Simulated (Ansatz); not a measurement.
# Relativity in Pd

```
CELL_PARAMETERS angstrom
0.00000 1.94490 1.94490
1.94490 0.00000 1.94490
1.94490 1.94490 0.00000
ATOMIC_POSITIONS crystal
Pd 0.00000 0.00000 0.00000
```

The geometry is COD entry 9008478, unchecked; take it as a test cell.

Spin polarisation is left out, and whether a magnetic state lies lower isn't shown here.

One fixed cell is solved with PBE by PAW (frozen-core files) in Ansatz 0.2.0 under different relativistic treatments. Pressure is positive in compression.

Settings: a Γ-centred 18×18×18 k mesh, Fermi–Dirac smearing of 0.05 eV, cutoff 420 eV, no spin polarisation.

Task: Order the settings by the pressure that they give at this fixed cell, lowest first.
A. scalar-relativistic
B. with spin–orbit coupling

Result: A (7.60 GPa), B (7.71 GPa).

| setting | P (GPa) | lowest level at Γ above −25 eV, from the valence-band top or, without a gap, the Fermi level (eV) |
| --- | --- | --- |
| scalar-relativistic | 7.60 | -7.18 |
| with spin–orbit coupling | 7.71 | -7.19 |
